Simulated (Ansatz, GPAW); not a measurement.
# BaS (001), 8 units in an electric field, part 2 of 2

Aim: the dipole that a field along the normal induces in BaS (001), 8 units.

GPAW 26.7.0 and Ansatz 0.2.0; Ansatz plane waves; layer without images along its normal, relaxation of atoms and in-plane cell; PAW set soft_1 (the session's first sound run).

So far. Step 2 (Relaxation): The relaxation lowered the energy of the cell by 0.0148 eV.

## (3) Plane waves, PBE

The work function is the vacuum plateau of the electrostatic potential less the Fermi level; a dipole layer lets the two faces have plateaus of their own.

This step: GPAW, PAW setups; slab in vacuum (GPAW 26.7.0).

The cell differs from the one that the last finished run ended in (c 68.530 → 40.434 Å).

The input, run.py:

```python
import json
import numpy as np
from ase import Atoms
from gpaw import GPAW, PW

slab = Atoms(
    ['Ba', 'S', 'Ba', 'S', 'Ba', 'S', 'Ba', 'S', 'Ba', 'S', 'Ba', 'S', 'Ba', 'S', 'Ba', 'S'],
    positions=[
        [2.26018, 2.26018, 9.00563],
        [-0.00000, 0.00000, 9.00000],
        [-0.00000, -0.00000, 12.15727],
        [2.26018, 2.26018, 12.14645],
        [2.26018, 2.26018, 15.38463],
        [-0.00000, -0.00000, 15.39094],
        [-0.00000, -0.00000, 18.60699],
        [2.26018, 2.26018, 18.60371],
        [2.26018, 2.26018, 21.82650],
        [0.00000, -0.00000, 21.82977],
        [0.00000, 0.00000, 25.04885],
        [2.26018, 2.26018, 25.04255],
        [2.26018, 2.26018, 28.27621],
        [0.00000, -0.00000, 28.28704],
        [0.00000, -0.00000, 31.42785],
        [2.26018, 2.26018, 31.43348]],
    cell=[[4.52036, -0.0, 0.0], [-0.0, 4.52036, 0.0], [0.0, 0.0, 40.4335]],
    pbc=[True, True, False])

slab.calc = GPAW(mode=PW(400), xc='PBE', kpts={'size': (6, 6, 1), 'gamma': True},
                 occupations={'name': 'fermi-dirac', 'width': 0.05}, nbands='160%',
                 convergence={'density': 1e-05}, maxiter=200,
                 poissonsolver={'dipolelayer': 'xy'},
                 symmetry={'tolerance': 1e-3}, txt='slab.txt')
result = {}
energy = slab.get_potential_energy()
fermi = slab.calc.get_fermi_level()
v = slab.calc.get_electrostatic_potential().mean((0, 1)) - fermi
n = slab.calc.get_pseudo_density().mean((0, 1))
L = slab.cell[2, 2]
z = np.arange(len(v)) * L / len(v)
low, high = slab.positions[:, 2].min(), slab.positions[:, 2].max()
below, above = np.interp([low - 6.8, high + 6.8], z, v)
slopes = [np.interp(x, z, np.gradient(v, z)) for x in (low - 6.8, high + 6.8)]
eps = np.array([[slab.calc.get_eigenvalues(k, s) for k in range(len(slab.calc.get_ibz_k_points()))]
                for s in range(slab.calc.get_number_of_spins())]) - fermi
top, bottom = eps[eps < 0].max(), eps[eps > 0].min()
dipole = slab.get_dipole_moment()[2]
print(f'energy {energy:.4f} eV, Fermi level {fermi:.4f} eV, dipole {dipole:.5f} e A')
print(f'potential 6.8 A off the faces, from the Fermi level: lower {below:.4f} eV, upper {above:.4f} eV')
print(f'slope of the potential there: lower {slopes[0]:.5f}, upper {slopes[1]:.5f} eV/A')
print(f'nearest levels on the mesh: {top:.4f} and {bottom:.4f} eV')
print('magnetic moment', round(slab.get_magnetic_moment(), 3))
result.update(energy=energy, fermi=fermi, dipole=dipole, below=below, above=above, slopes=slopes, edges=[top, bottom],
              z=z.tolist(), v=v.tolist(), n=n.tolist(), positions=slab.positions.tolist(),
              forces=slab.get_forces(apply_constraint=False).tolist(), moments=slab.get_magnetic_moments().tolist())
json.dump(result, open('result.json', 'w'))
```

The run is started by

```console
> OMP_NUM_THREADS=1 OPENBLAS_NUM_THREADS=1 python run.py
```

Log:

```text
energy -80.4654 eV, Fermi level 2.6577 eV, dipole -0.00003 e A
potential 6.8 A off the faces, from the Fermi level: lower 3.1620 eV, upper 3.1626 eV
slope of the potential there: lower -0.00001, upper 0.00001 eV/A
nearest levels on the mesh: -1.0267 and 0.9799 eV
magnetic moment 0.0
```

Elapsed: 12 min, on 1 thread of Intel Xeon Platinum 8259CL at 2.50GHz (Skylake/Cascade Lake), shared host; peak memory 0.67 GiB.

Numbers from this step:

```yaml
dipole_along_the_normal: -2.70e-5 e·Å
levels_nearest_the_fermi_level_on_the_mesh: -1.027, 0.9799 eV from the Fermi level
upper_work_function: 3.163 eV
lower_work_function: 3.162 eV
upper_ionisation_energy: 4.189 eV
```

The electrostatic potential energy of an electron (without an applied field's), less the Fermi level, planar mean oscillates, so the rows of the table below give means over windows of 3.21 Å about each position, cut where the curve ends. Its maxima inside the range that stand out by 2 % of the span (Å: eV): 10.5: 2.07, 13.8: 2.08, 17.0: 2.12, 20.2: 2.10, 23.4: 2.12, 26.7: 2.06, 29.8: 2.11. Its minima: 9.0: -22.9, 12.1: -22.6, 15.4: -23.0, 18.6: -23.1, 21.8: -23.1, 25.1: -22.3, 28.2: -22.9, 31.4: -22.9.

The electrostatic potential energy of an electron (without an applied field's), less the Fermi level, planar mean by z; means over each step:

```csv
z (Å),"electrostatic potential energy of an electron (without an applied field's), less the Fermi level, planar mean (eV)"
1.60,3.16
4.81,3.15
8.02,-5.02
11.23,-6.09
14.44,-5.97
17.65,-5.98
20.86,-5.95
24.07,-6.02
27.28,-5.96
30.49,-6.09
33.70,2.26
36.91,3.16
40.12,3.16
```

The pseudo valence density, planar mean oscillates, so the rows of the table below give means over windows of 2 Å about each position, cut where the curve ends. Its first 14 maxima inside the range that stand out by 2 % of the span (Å: e/Å³): 8.6: 0.423, 9.4: 0.433, 11.8: 0.436, 12.4: 0.428, 15.0: 0.431, 15.8: 0.425, 18.2: 0.430, 19.0: 0.427, 21.4: 0.427, 22.2: 0.430, 24.6: 0.425, 25.5: 0.431, 28.0: 0.428, 28.7: 0.436. Its first 14 minima: 9.0: 0.373, 10.5: 0.0569, 12.2: 0.375, 13.7: 0.0487, 15.4: 0.373, 16.9: 0.0509, 18.6: 0.373, 20.1: 0.0509, 21.8: 0.373, 23.5: 0.0509, 25.0: 0.373, 26.7: 0.0487, 28.2: 0.375, 30.0: 0.0569.

The pseudo valence density, planar mean by z; means over each step:

```csv
z (Å),"pseudo valence density, planar mean (e/Å³)"
4,1.3e-5
6,0.00158
8,0.193
10,0.212
12,0.336
14,0.157
16,0.275
18,0.276
20,0.157
22,0.335
24,0.202
26,0.215
28,0.325
30,0.165
32,0.278
34,0.00496
36,3.7e-5
```

The layer is gapped, so the Fermi level lies somewhere inside the gap, set by smearing and numerics, and these work functions are no property of the material; the band edges below the vacuum level are. The potential is flat to 6.1e-6 eV/Å where it is read, so the vacuum is wide enough. The geometry is the other program's minimum; here the largest force on a free atom is 0.031 eV/Å.

## (4) Field on

A uniform field along the normal polarises the slab; the atoms stay fixed, so this is the electronic response alone.

Changes to run.py since step 3:

```diff
@@ -4,2 +4,3 @@
 from gpaw import GPAW, PW
+from gpaw.external import ConstantElectricField
 
@@ -31,2 +32,3 @@
                  poissonsolver={'dipolelayer': 'xy'},
+                 external=ConstantElectricField(-0.2, [0, 0, 1]),
                  symmetry={'tolerance': 1e-3}, txt='slab.txt')
```

Log:

```text
energy -80.5127 eV, Fermi level 2.7641 eV, dipole -0.47282 e A
potential 6.8 A off the faces, from the Fermi level: lower 0.9672 eV, upper 5.1543 eV
slope of the potential there: lower -0.00000, upper 0.00002 eV/A
nearest levels on the mesh: -0.6879 and 0.6529 eV
magnetic moment 0.0
```

Elapsed: 47 min, on 1 thread; peak memory 1 GiB.

This step gave:

```yaml
dipole_along_the_normal: -0.4728 e·Å
levels_nearest_the_fermi_level_on_the_mesh: -0.6879, 0.6529 eV from the Fermi level
potential_below_the_slab_the_applied_field_s_own_ramp_left_out: 0.9672 eV from the Fermi level
potential_above_the_slab_the_applied_field_s_own_ramp_left_out: 5.154 eV from the Fermi level
```

The electrostatic potential energy of an electron (without an applied field's), less the Fermi level, planar mean oscillates, so the rows of the table below give means over windows of 3.21 Å about each position, cut where the curve ends. Its maxima inside the range that stand out by 2 % of the span (Å: eV): 10.5: 0.417, 13.8: 0.956, 17.0: 1.50, 20.2: 1.99, 23.4: 2.52, 26.7: 2.98, 29.8: 3.54, 38.4: 5.15. Its minima: 9.0: -24.9, 12.1: -24.0, 15.4: -23.9, 18.6: -23.4, 21.8: -22.9, 25.1: -21.6, 28.2: -21.7, 31.4: -21.3.

Table of electrostatic potential energy of an electron (without an applied field's), less the Fermi level, planar mean by z; means over each step:

```csv
z (Å),"electrostatic potential energy of an electron (without an applied field's), less the Fermi level, planar mean (eV)"
1.60,1.09
4.81,0.961
8.02,-7.06
11.23,-7.63
14.44,-6.99
17.65,-6.49
20.86,-5.95
24.07,-5.52
27.28,-4.95
30.49,-4.55
33.70,4.21
36.91,5.15
40.12,5.04
```

Force by atom:

```csv
atom,x (eV/Å),y (eV/Å),z (eV/Å),size
Ba1,0.000,0.000,-0.132,0.132
S2,0.000,0.000,0.073,0.073
Ba3,0.000,0.000,-0.097,0.097
S4,0.000,0.000,0.109,0.109
Ba5,0.000,0.000,-0.108,0.108
S6,0.000,0.000,0.108,0.108
Ba7,0.000,0.000,-0.107,0.107
S8,0.000,0.000,0.107,0.107
Ba9,0.000,0.000,-0.106,0.106
S10,0.000,0.000,0.108,0.108
Ba11,0.000,0.000,-0.105,0.105
S12,0.000,0.000,0.107,0.107
Ba13,0.000,0.000,-0.109,0.109
S14,0.000,0.000,0.102,0.102
Ba15,0.000,0.000,-0.077,0.077
S16,0.000,0.000,0.135,0.135
```

The dipole is now -0.473 e Å, against -2.7e-5 in the run without a field.

## (5) In a field

Changes to run.py since step 4:

```diff
@@ -32,3 +32,3 @@
                  poissonsolver={'dipolelayer': 'xy'},
-                 external=ConstantElectricField(-0.2, [0, 0, 1]),
+                 external=ConstantElectricField(-0.1, [0, 0, 1]),
                  symmetry={'tolerance': 1e-3}, txt='slab.txt')
```

Log:

```text
energy -80.4772 eV, Fermi level 2.7237 eV, dipole -0.23629 e A
potential 6.8 A off the faces, from the Fermi level: lower 2.0512 eV, upper 4.1438 eV
slope of the potential there: lower -0.00000, upper 0.00001 eV/A
nearest levels on the mesh: -0.8697 and 0.8381 eV
magnetic moment 0.0
```

Run time: 32 min. Hardware: 1 thread; peak memory 1 GiB.

Numbers from this step:

```
dipole along the normal                                         : -0.2363 e·Å
levels nearest the Fermi level on the mesh                      : -0.8697, 0.8381 eV from the Fermi level
potential below the slab, the applied field's own ramp left out : 2.051 eV from the Fermi level
potential above the slab, the applied field's own ramp left out : 4.144 eV from the Fermi level
```

Table of electrostatic potential energy of an electron (without an applied field's), less the Fermi level, planar mean by z:

```csv
z (Å),"electrostatic potential energy of an electron (without an applied field's), less the Fermi level, planar mean (eV)"
0,3.10
1,2.05
2,2.05
3,2.05
4,2.05
5,2.05
6,2.03
7,1.84
8,-1.10
9,-23.7
10,-0.916
11,0.292
12,-21.5
13,-2.38
14,1.28
15,-13.6
16,-6.57
17,1.79
18,-6.59
19,-13.0
20,1.80
21,-2.17
22,-19.9
23,1.22
24,0.511
25,-21.6
26,-0.0787
27,2.01
28,-16.3
29,-3.09
30,2.71
31,-10.7
32,-6.33
33,3.45
34,4.08
35,4.14
36,4.14
37,4.14
38,4.14
39,4.14
40,4.14
```

Force by atom:

```csv
atom,x (eV/Å),y (eV/Å),z (eV/Å),size
Ba1,0.0000,0.0000,-0.0780,0.0780
S2,0.0000,0.0000,0.0212,0.0212
Ba3,0.0000,0.0000,-0.0457,0.0457
S4,0.0000,0.0000,0.0564,0.0564
Ba5,0.0000,0.0000,-0.0553,0.0553
S6,0.0000,0.0000,0.0549,0.0549
Ba7,0.0000,0.0000,-0.0544,0.0544
S8,0.0000,0.0000,0.0539,0.0539
Ba9,0.0000,0.0000,-0.0531,0.0531
S10,0.0000,0.0000,0.0551,0.0551
Ba11,0.0000,0.0000,-0.0521,0.0521
S12,0.0000,0.0000,0.0540,0.0540
Ba13,0.0000,0.0000,-0.0579,0.0579
S14,0.0000,0.0000,0.0501,0.0501
Ba15,0.0000,0.0000,-0.0267,0.0267
S16,0.0000,0.0000,0.0833,0.0833
```

The dipole is now -0.236 e Å, against -2.7e-5 in the run without a field.

## (6) Field on

Changes to run.py since step 5:

```diff
@@ -32,3 +32,3 @@
                  poissonsolver={'dipolelayer': 'xy'},
-                 external=ConstantElectricField(-0.1, [0, 0, 1]),
+                 external=ConstantElectricField(-0.05, [0, 0, 1]),
                  symmetry={'tolerance': 1e-3}, txt='slab.txt')
```

Log:

```text
energy -80.4683 eV, Fermi level 2.6903 eV, dipole -0.11810 e A
potential 6.8 A off the faces, from the Fermi level: lower 2.6071 eV, upper 3.6530 eV
slope of the potential there: lower -0.00000, upper 0.00001 eV/A
nearest levels on the mesh: -0.9478 and 0.9248 eV
magnetic moment 0.0
```

Run time: 21 min. Hardware: 1 thread; peak memory 1.1 GiB.

## (7) Field on

Changes to run.py since step 6:

```diff
@@ -32,3 +32,3 @@
                  poissonsolver={'dipolelayer': 'xy'},
-                 external=ConstantElectricField(-0.05, [0, 0, 1]),
+                 external=ConstantElectricField(0.05, [0, 0, 1]),
                  symmetry={'tolerance': 1e-3}, txt='slab.txt')
```

Log:

```text
energy -80.4683 eV, Fermi level 2.6902 eV, dipole 0.11809 e A
potential 6.8 A off the faces, from the Fermi level: lower 3.6530 eV, upper 2.6072 eV
slope of the potential there: lower -0.00001, upper 0.00000 eV/A
nearest levels on the mesh: -0.9477 and 0.9249 eV
magnetic moment 0.0
```

The job ended after 19 min (1 thread; peak memory 1 GiB).

## (8) In a field

Changes to run.py since step 7:

```diff
@@ -32,3 +32,3 @@
                  poissonsolver={'dipolelayer': 'xy'},
-                 external=ConstantElectricField(0.05, [0, 0, 1]),
+                 external=ConstantElectricField(0.1, [0, 0, 1]),
                  symmetry={'tolerance': 1e-3}, txt='slab.txt')
```

Log:

```text
energy -80.4772 eV, Fermi level 2.7229 eV, dipole 0.23614 e A
potential 6.8 A off the faces, from the Fermi level: lower 4.1439 eV, upper 2.0527 eV
slope of the potential there: lower -0.00001, upper 0.00000 eV/A
nearest levels on the mesh: -0.8683 and 0.8385 eV
magnetic moment 0.0
```

Run time: 26 min. Hardware: 1 thread; peak memory 1.1 GiB.

The dipole is now 0.236 e Å, against -2.7e-5 in the run without a field.

## (9) Field on

Changes to run.py since step 8:

```diff
@@ -32,3 +32,3 @@
                  poissonsolver={'dipolelayer': 'xy'},
-                 external=ConstantElectricField(0.1, [0, 0, 1]),
+                 external=ConstantElectricField(0.2, [0, 0, 1]),
                  symmetry={'tolerance': 1e-3}, txt='slab.txt')
```

Log:

```text
energy -80.5127 eV, Fermi level 2.7641 eV, dipole 0.47290 e A
potential 6.8 A off the faces, from the Fermi level: lower 5.1548 eV, upper 0.9669 eV
slope of the potential there: lower -0.00002, upper -0.00001 eV/A
nearest levels on the mesh: -0.6882 and 0.6531 eV
magnetic moment 0.0
```

The job ended after 49 min (1 thread; peak memory 1.1 GiB).

The electrostatic potential energy of an electron (without an applied field's), less the Fermi level, planar mean by z:

```csv
z (Å),"electrostatic potential energy of an electron (without an applied field's), less the Fermi level, planar mean (eV)"
0,3.06
1,5.15
2,5.15
3,5.15
4,5.15
5,5.15
6,5.13
7,4.89
8,1.82
9,-21.0
10,1.46
11,2.47
12,-19.6
13,-0.741
14,2.73
15,-12.4
16,-5.63
17,2.51
18,-6.08
19,-12.8
20,1.80
21,-2.37
22,-20.4
23,0.490
24,-0.404
25,-22.8
26,-1.53
27,0.375
28,-18.2
29,-5.25
30,0.336
31,-13.3
32,-9.22
33,0.350
34,0.919
35,0.963
36,0.966
37,0.967
38,0.967
39,0.967
40,0.967
```

The dipole is now 0.473 e Å, against -2.7e-5 in the run without a field.

## (10) In a field

Changes to run.py since step 9:

```diff
@@ -32,3 +32,3 @@
                  poissonsolver={'dipolelayer': 'xy'},
-                 external=ConstantElectricField(0.2, [0, 0, 1]),
+                 external=ConstantElectricField(0.3, [0, 0, 1]),
                  symmetry={'tolerance': 1e-3}, txt='slab.txt')
```

Log:

```text
energy -80.5718 eV, Fermi level 2.7906 eV, dipole 0.70952 e A
potential 6.8 A off the faces, from the Fermi level: lower 6.1820 eV, upper -0.1012 eV
slope of the potential there: lower -0.00003, upper -0.00001 eV/A
nearest levels on the mesh: -0.4931 and 0.4567 eV
magnetic moment 0.0
```

Run time: 39 min. Hardware: 1 thread; peak memory 1 GiB.

The electrostatic potential energy of an electron (without an applied field's), less the Fermi level, planar mean oscillates, so the rows of the table below give means over windows of 3.21 Å about each position, cut where the curve ends. Its maxima inside the range that stand out by 2 % of the span (Å: eV): 2.7: 6.18, 10.5: 4.25, 13.8: 3.47, 17.0: 2.74, 20.2: 1.96, 23.4: 1.21, 26.7: 0.377, 29.8: -0.323. Its minima: 9.0: -20.4, 12.1: -20.8, 15.4: -22.0, 18.6: -22.8, 21.8: -23.6, 25.1: -23.6, 28.2: -24.9, 31.4: -25.8.

Table of electrostatic potential energy of an electron (without an applied field's), less the Fermi level, planar mean by z; means over each step:

```csv
z (Å),"electrostatic potential energy of an electron (without an applied field's), less the Fermi level, planar mean (eV)"
1.60,6.00
4.81,6.17
8.02,-2.25
11.23,-4.09
14.44,-4.73
17.65,-5.50
20.86,-6.24
24.07,-7.08
27.28,-7.78
30.49,-8.68
33.70,-0.951
36.91,-0.101
40.12,0.0732
```

The dipole is now 0.710 e Å, against -2.7e-5 in the run without a field.

## (11) The series

The members are put on one axis.

This step: induced dipole against applied field; PAW set soft_1 (GPAW 26.7.0).

Dipole along the normal against field:

```csv
field (V/Å),dipole along the normal (e·Å)
-0.200,-0.473
-0.100,-0.236
-0.050,-0.118
0.000,-2.7e-5
0.050,0.118
0.100,0.236
0.200,0.473
0.300,0.710
```

## (12) Summary of results

* work function, both faces (Fermi level placed in the gap by the smearing): 3.16 eV
* ionisation energy from the upper face (highest filled level on the mesh): 4.19 eV
* electron affinity from the upper face (lowest empty Kohn-Sham level on the mesh): 2.18 eV
* dipole along the normal: -2.7e-5 e Å, near the numerical noise
* induced dipole per field: 2.36 e Å per V/Å
* out-of-plane polarisability per area, α/(ε0 A): 20.9 Å

The field induces 2.36 e Å per V/Å, a polarisable thickness α/(ε0 A) of 20.9 Å beside 22.4 Å between the outermost nuclei. A perfect conductor would give the distance between its two image planes; a dielectric of thickness t gives t(1 - 1/ε). The levels nearest the Fermi level on the mesh lie 2.01 eV apart, so the slab is gapped there: the smearing puts the Fermi level inside the gap, and from either face the ionisation energy is the work function plus 1.0 eV. Both are Kohn-Sham levels on the mesh, and semilocal gaps are too small, so the affinity tends to come out too large and the ionisation energy too small. The induced dipole is linear in the field over this range. With elements this heavy, spin-orbit coupling can move band edges by tenths of an eV. The layer's cell and atoms come from the relaxation; spin-orbit coupling and temperature are left out.

[Logs are printed without paths, hosts, clocks, repeated set-up lines and the standing remarks that a program may print on its own settings, such as how far it seeks lower states.]

[Hosts, paths, dates, database ids (printed as entryN), source tags and the programs' standing remarks are cut or masked in the printed files.]
